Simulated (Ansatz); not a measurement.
The system is SiO2.

```
Si O
1.0
    -4.47204    4.47204    2.61177
     4.47204   -4.47204    2.61177
     4.47204    4.47204   -2.61177
Si O
4 8
Direct
  0.82311 0.82311 0.64622
  0.17689 0.82311 0.00000
  0.82311 0.17689 0.00000
  0.17689 0.17689 0.35378
  0.00000 0.79145 0.79145
  0.20855 0.00000 0.20855
  0.79145 0.00000 0.79145
  0.00000 0.20855 0.20855
  0.00000 0.00000 0.50000
  0.50000 0.00000 0.00000
  0.00000 0.50000 0.00000
  0.50000 0.50000 0.50000
```

The cell comes from a database or a generator and needn't be the stable form of this composition.

- Program: Ansatz 0.2.0
- Task: relaxation of cell and atoms
- Functional: PBE
- Dispersion: D3(BJ)-ATM
- Potentials or basis: Ansatz PAW
- Cutoff: 420 eV (not typed: the program's choice for these potentials)
- k mesh: 6 × 6 × 6
- Occupations: fermi-dirac, width 0.05 eV
- Spin: no spin polarisation

At the start: volume 17.41 Å³/atom.

**Question.** How do energy, volume and symmetry change on relaxing?

**Answer.** It ends after 9 steps and the volume is 17.72 Å³/atom (+1.8 %); space group I4/mmm (No. 139, to 0.05 Å).

Step by step:
```tsv
step	energy change (eV)	largest force (eV/Å)	volume (Å³)
1	0.0000	0.2100	208.93
2	-0.0197	0.1472	210.73
3	-0.0243	0.0647	212.65
4	-0.0249	0.0947	212.57
5	-0.0254	0.0221	212.56
6	-0.0258	0.0013	212.46
7	-0.0365	0.0013	212.46
8	-0.0361	0.0005	212.61
9	-0.0366	0.0004	212.61
```

Final structure:
```cif
data_structure
_symmetry_space_group_name_H-M 'P 1'
_symmetry_Int_Tables_number 1
_cell_length_a 6.8783
_cell_length_b 6.8783
_cell_length_c 6.8783
_cell_angle_alpha 98.423
_cell_angle_beta 98.423
_cell_angle_gamma 134.996
_cell_volume 212.61
loop_
_atom_site_label
_atom_site_type_symbol
_atom_site_fract_x
_atom_site_fract_y
_atom_site_fract_z
_atom_site_occupancy
Si1 Si 0.82302 0.82302 0.64604 1
Si2 Si 0.17698 0.82302 0.00000 1
Si3 Si 0.82302 0.17698 0.00000 1
Si4 Si 0.17698 0.17698 0.35396 1
O1 O 0.00000 0.79012 0.79012 1
O2 O 0.20988 0.00000 0.20988 1
O3 O 0.79012 0.00000 0.79012 1
O4 O 0.00000 0.20988 0.20988 1
O5 O 0.00000 0.00000 0.50000 1
O6 O 0.50000 0.00000 0.00000 1
O7 O 0.00000 0.50000 0.00000 1
O8 O 0.50000 0.50000 0.50000 1
```

Caveat: the plane-wave basis is chosen anew once the cell has moved, so the energies of steps on either side of that aren't comparable; the pressure holds a Pulay correction of +0.4 GPa for the finite cutoff.
